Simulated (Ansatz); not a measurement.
Ge in the lonsdaleite structure was relaxed with 5 functionals in Ansatz 0.2.0, cell and atoms free, the symmetry of the start kept (meshes: PBE 12×12×4, r2SCAN 6×6×4, PBEsol 6×6×4, LDA 6×6×4, HSE06 6×6×2). (Simulation; spin polarisation is off.)

The LDA result:
```xyz
4
Lattice="3.9683 0.0000 0.0000 -1.9841 3.4366 0.0000 0.0000 0.0000 6.5048" Properties=species:S:1:pos:R:3 pbc="T T T"
Ge    0.0000    2.2911   -0.0006
Ge    1.9841    1.1455    3.2517
Ge    0.0000    2.2911    2.4399
Ge    1.9841    1.1455    5.6923
```

It is hexagonal, P6_3/mmc (No. 194); a = 3.968 Å, c = 6.505 Å in the conventional setting, 22.18 Å³ an atom. Ge is surrounded by 4 Ge at 2.43–2.44 Å.

Q: How does the cell change with r2SCAN?

A: a = 3.998 Å, c = 6.593 Å; the volume differs by +2.9 % from LDA's. Around Ge lie 4 Ge at 2.45–2.47 Å.

Q: How does the cell change with PBE?

A: a = 4.058 Å, c = 6.693 Å; the volume differs by +7.6 % from LDA's. Ge is surrounded by 4 Ge at 2.49–2.51 Å.

Q: Held at the r2SCAN cell, what mean stress do LDA and PBE find, and does its sign point to their own minimum?

A: Yes. LDA -1.90 GPa, and its relaxed volume is -2.8 % from r2SCAN's; PBE +2.99 GPa, and its relaxed volume is +4.6 % from r2SCAN's. Compression counts positive, so a positive stress asks for a larger cell.

The cell is metallic with LDA, and these meshes limit the relaxed cells of a metal. A gap that a hybrid shows on its coarser mesh alone may close between the points.

The runs are scalar-relativistic, without spin-orbit coupling.

The meshes of the hybrids are coarse, so their gaps aren't converged to the digits shown.
